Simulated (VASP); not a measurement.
Eu, 2 atoms in the cell. The typed cell holds 2 atoms: a = 4.620 Å, b = 4.556 Å, c = 4.645 Å, α = 89.56°, β = 89.93°, γ = 88.41°.  The cell isn't the ideal one: cell strained at random at fixed volume.

* Program: VASP 6.6.1
* Task: relaxation of the atoms
* Functional: RPBE
* Dispersion: D3
* Potentials or basis: VASP PAW PBE potentials, release 64 (Eu_2), 4f in core
* Cutoff: 520 eV
* k mesh: 6 × 6 × 6
* Occupations: gaussian, width 0.05 eV
* Spin: collinear spin, antiferromagnetic start
* Starting moments: [7.0, -7.0] μB
* Fixed moment: 1 μB
* Hubbard terms: Eu f U = 4 eV, J = 1.0 eV
* LDAUTYPE: 1
* Hund's J: 1
* Supercell matrix: [0, 1, 1, 1, 0, 1, 1, 1, 0]
* Optimiser: vasp
* Further INCAR settings: ALGO = Normal; EDIFF = 1.00e-06; IBRION = 2; EDIFFG = -1.00e-02; NSW = 60

Potentials or basis: VASP PAW PBE potentials, release 64 (Eu_2), 4f in core.

Command:

```console
$ python run.py
```

Hardware: 1 thread of Intel(R) Xeon(R) 6975P-C (Granite Rapids) (shared host).

Estimate the wall time of this run.

It took 92 s on 1 thread of Intel(R) Xeon(R) 6975P-C (Granite Rapids) (shared host), peak memory 0.39 GiB. Counts: scf iterations 16, k points 112, ion steps 1.
